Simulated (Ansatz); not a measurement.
# Hg (Fm-3m), stationary points along a deformation path

Computed with DFT PBE+D3(BJ), scalar-relativistic, plane waves, PAW (Ansatz 0.2.0). The runs took a 420 eV cutoff, a Γ-centred 20×20×20 mesh and Gaussian smearing (0.15 eV). Spin–orbit coupling is left out, which can shift energies with elements as heavy as these. No spin polarisation. Energies are free energies at this smearing, counted from the undisturbed cell; pressure is positive in compression.

The starting cell (as given, not relaxed at this level; it stands at -1.3 GPa; this fcc form isn't the usual structure):

```
Hg
1.0
     0.00000    2.39191    2.39191
     2.39191    0.00000    2.39191
     2.39191    2.39191    0.00000
Hg
1
Direct
  0.00000 0.00000 0.00000
```

At fixed volume and fractional coordinates, lengths along (0.000, 0.000, 1.000) are scaled against those across it; ρ is that ratio over its starting value. V = 27.369 Å³/atom. Δσ is the stress along the axis less the mean stress across it (compression positive).

| ρ | ΔE (meV/atom) | Δσ (GPa) | space group |
| --- | --- | --- | --- |
| 0.650 | -17.7 | 0.40 | I4/mmm |
| 0.707 | -18.4 | 0.00 | Im-3m |
| 0.780 | -17.1 | -0.12 | I4/mmm |
| 0.850 | -13.3 | -0.69 | I4/mmm |
| 0.920 | -6.7 | -0.92 | I4/mmm |
| 0.960 | -1.9 | -0.85 | I4/mmm |
| 1.000 | 0.0 | 0.00 | Fm-3m |
| 1.050 | -2.8 | 0.77 | I4/mmm |
| 1.100 | -6.6 | 0.67 | I4/mmm |
| 1.200 | -12.0 | 0.35 | I4/mmm |
| 1.300 | -11.4 | -0.53 | I4/mmm |
| 1.414 | -1.2 | -1.81 | I4/mmm |
| 1.500 | 16.1 | -3.45 | I4/mmm |

Task: How does the stress give the slope of the energy, and where is the energy stationary?

Result: Along the path d ln(length) is 2/3 d ln ρ on the axis and −1/3 d ln ρ across it, so dE/d ln ρ = −(2/3) V Δσ: the energy falls with ρ where Δσ is positive. Δσ vanishes or changes sign at ρ = 0.707 (Im-3m), a minimum at -18.4 meV/atom; at ρ = 1.000 (Fm-3m), a maximum at 0.0 meV/atom; between ρ = 1.200 and 1.300, a minimum (near 1.24 by linear interpolation). Pairs of stationary points between two samples would go unseen, and could change a minimum read from distant neighbours into a maximum. At ρ = 0.707, 1.000 the cell is cubic, where symmetry alone makes the stress isotropic and the slope zero.

Task: Which shear constant sets the curvature at ρ = 1?

Result: For a cubic crystal E/V = (2/3) C (ln ρ)² with C = C′ = (C11 − C12)/2, so Δσ = −2C ln ρ. The parabola of Δσ against ln ρ through ρ = 0.960, 1 and 1.050 gives C ≈ -9.3 GPa with the ions clamped, rough because the steps are large. It is the stress–strain coefficient at this cell's pressure of -1.3 GPa, not the zero-pressure constant. It is negative, so the cubic cell is unstable to this shear.

Task: Integrate that slope from ρ = 1 to 0.850 by the trapezoid rule.

Result: With V/N in Å³ and 1 eV/Å³ = 160.2 GPa the slopes at ρ = 1.000, 0.960, 0.920, 0.850 are 0, 97, 105, 79 meV/atom per unit of ln ρ. The steps add (-2.0) + (-4.3) + (-7.3) = -13.5 meV/atom, against -13.3 from the energies; the trapezoid rule misses the curvature of the slope within each step.

Task: Is the start the lowest point of the path?

Result: No: ρ = 0.707 lies 18.4 meV/atom lower, with no sampled rise above the start on the way. Volume and inner coordinates are held, so a relaxed structure there would lie lower still.

In a metal these slopes depend on the k mesh and the smearing.